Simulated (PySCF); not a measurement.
**C4H9NO: core ionisation energies**

Compound: C₄H₉NO.
SMILES with atom numbers: `[CH2:1]1[CH2:2][O:3][CH2:4][CH2:5][NH:6]1`

Theory: delta-SCF UKS SCAN, pcX-2 on the ionised atom, pcseg-1 elsewhere, spin-free X2C (PySCF). Binding energies are ΔSCF values: E(core-ionised, relaxed orbitals) − E(ground state) at a fixed geometry, referred to the vacuum level.

**Question.** Give the core binding energies atom by atom.

**Answer.** 
```tsv
atom(s)	bonded to	level	binding energy (eV)	above the level's lowest (eV)	count
C1/C5	N, C and 2 H	C 1s	291.36	0.00	2
C2/C4	O, C and 2 H	C 1s	291.92	+0.56	2
O3	2 C	O 1s	538.23	0.00	1
N6	2 C and H	N 1s	404.84	0.00	1
```

The listed C 1s values span 0.56 eV, from C1/C5 (bonded to N, C and 2 H) to C2/C4 (bonded to O, C and 2 H). Summing the Pauling electronegativity differences to the bonded atoms, each weighted by its formal bond order, gives -0.21 for the lowest site and +0.19 for the highest.

**Question.** What is the longest wavelength that can ionise O 1s of O3 vertically?

**Answer.** λ = hc/E = 12398.42 eV Å / 538.23 eV = 23.036 Å.

**Question.** Which photon energy gives electrons from O 1s of O3 a kinetic energy of 150 eV, and what is their de Broglie wavelength?

**Answer.** hν = 538.23 + 150 = 688.23 eV, recoil neglected; λ = 12.264 Å/√(E/eV) = 1.00 Å.

Atoms equivalent by their bonding share one computed value, that of the first of them. One conformer (not necessarily the lowest) at the PBE0-D3(BJ)/def2-SVP geometry, without solvent, vibrations or thermal averaging.
